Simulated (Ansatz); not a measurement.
# Cu3Ni: the cost of one run

Method: DFT PBE, scalar-relativistic, plane waves, PAW, in Ansatz 0.2.0.

### 1 The structure to begin with

Symmetry: Fm-3m, No. 225, cubic system. Conventional cell: a = 5.839 Å, b = 5.839 Å, c = 5.839 Å, α = 90.00°, β = 90.00°, γ = 90.00°. Around Cu (site symmetry -43m) lie 4 Cu at 2.53 Å and 4 Ni at 2.53 Å. Cu (site symmetry m-3m) has 8 Cu at 2.53 Å in its first shell of neighbours. Around Ni (site symmetry m-3m) lie 8 Cu at 2.53 Å.

Structure file:

```
Cu Ni
1.0
     0.00000    2.91949    2.91949
     2.91949    0.00000    2.91949
     2.91949    2.91949    0.00000
Cu Ni
3 1
Cartesian
  1.4597 1.4597 1.4597
  4.3792 4.3792 4.3792
  2.9195 2.9195 2.9195
  0.0000 0.0000 0.0000
```

The cell is invented: species swapped into a database cell of CdIn3 (Fm-3m, No. 225), with Ni on the Cd sites and Cu on the In sites. Its size is a rough estimate.

### 2 The guess as it stands, on a coarse mesh

input.yaml

```yaml
crystal:
  lattice:
    - [0.0, 2.91949321, 2.91949321]
    - [2.91949321, 0.0, 2.91949321]
    - [2.91949321, 2.91949321, 0.0]
  atoms:
    - { symbol: Cu, position: [0.25, 0.25, 0.25] }
    - { symbol: Cu, position: [0.75, 0.75, 0.75] }
    - { symbol: Cu, position: [0.5, 0.5, 0.5] }
    - { symbol: Ni, position: [0.0, 0.0, 0.0], spin: 2.0 }
basis:
  ecutwfc: 420
kpoints:
  mp_grid: { grid: [6, 6, 6] }
hamiltonian:
  xc: pbe
scf:
  occupations: { method: gaussian, width: 0.1 }
  lower_state_search: "off"
output:
  forces: true
  stress: true
  eigenvalues: true
  populations: true
magnetization:
  spin_polarized: true
```

On the command line:

```bash
> ansatz run input.yaml --threads 1 --pin off --max-ram 2560MiB --backend cpu --events-out ev --progress --plain --runs-dir out
```

Q: Estimate wall time and peak memory on 1 thread of Arm Neoverse V2, shared host.

About 8.2 s, with a peak of 0.35 GiB.
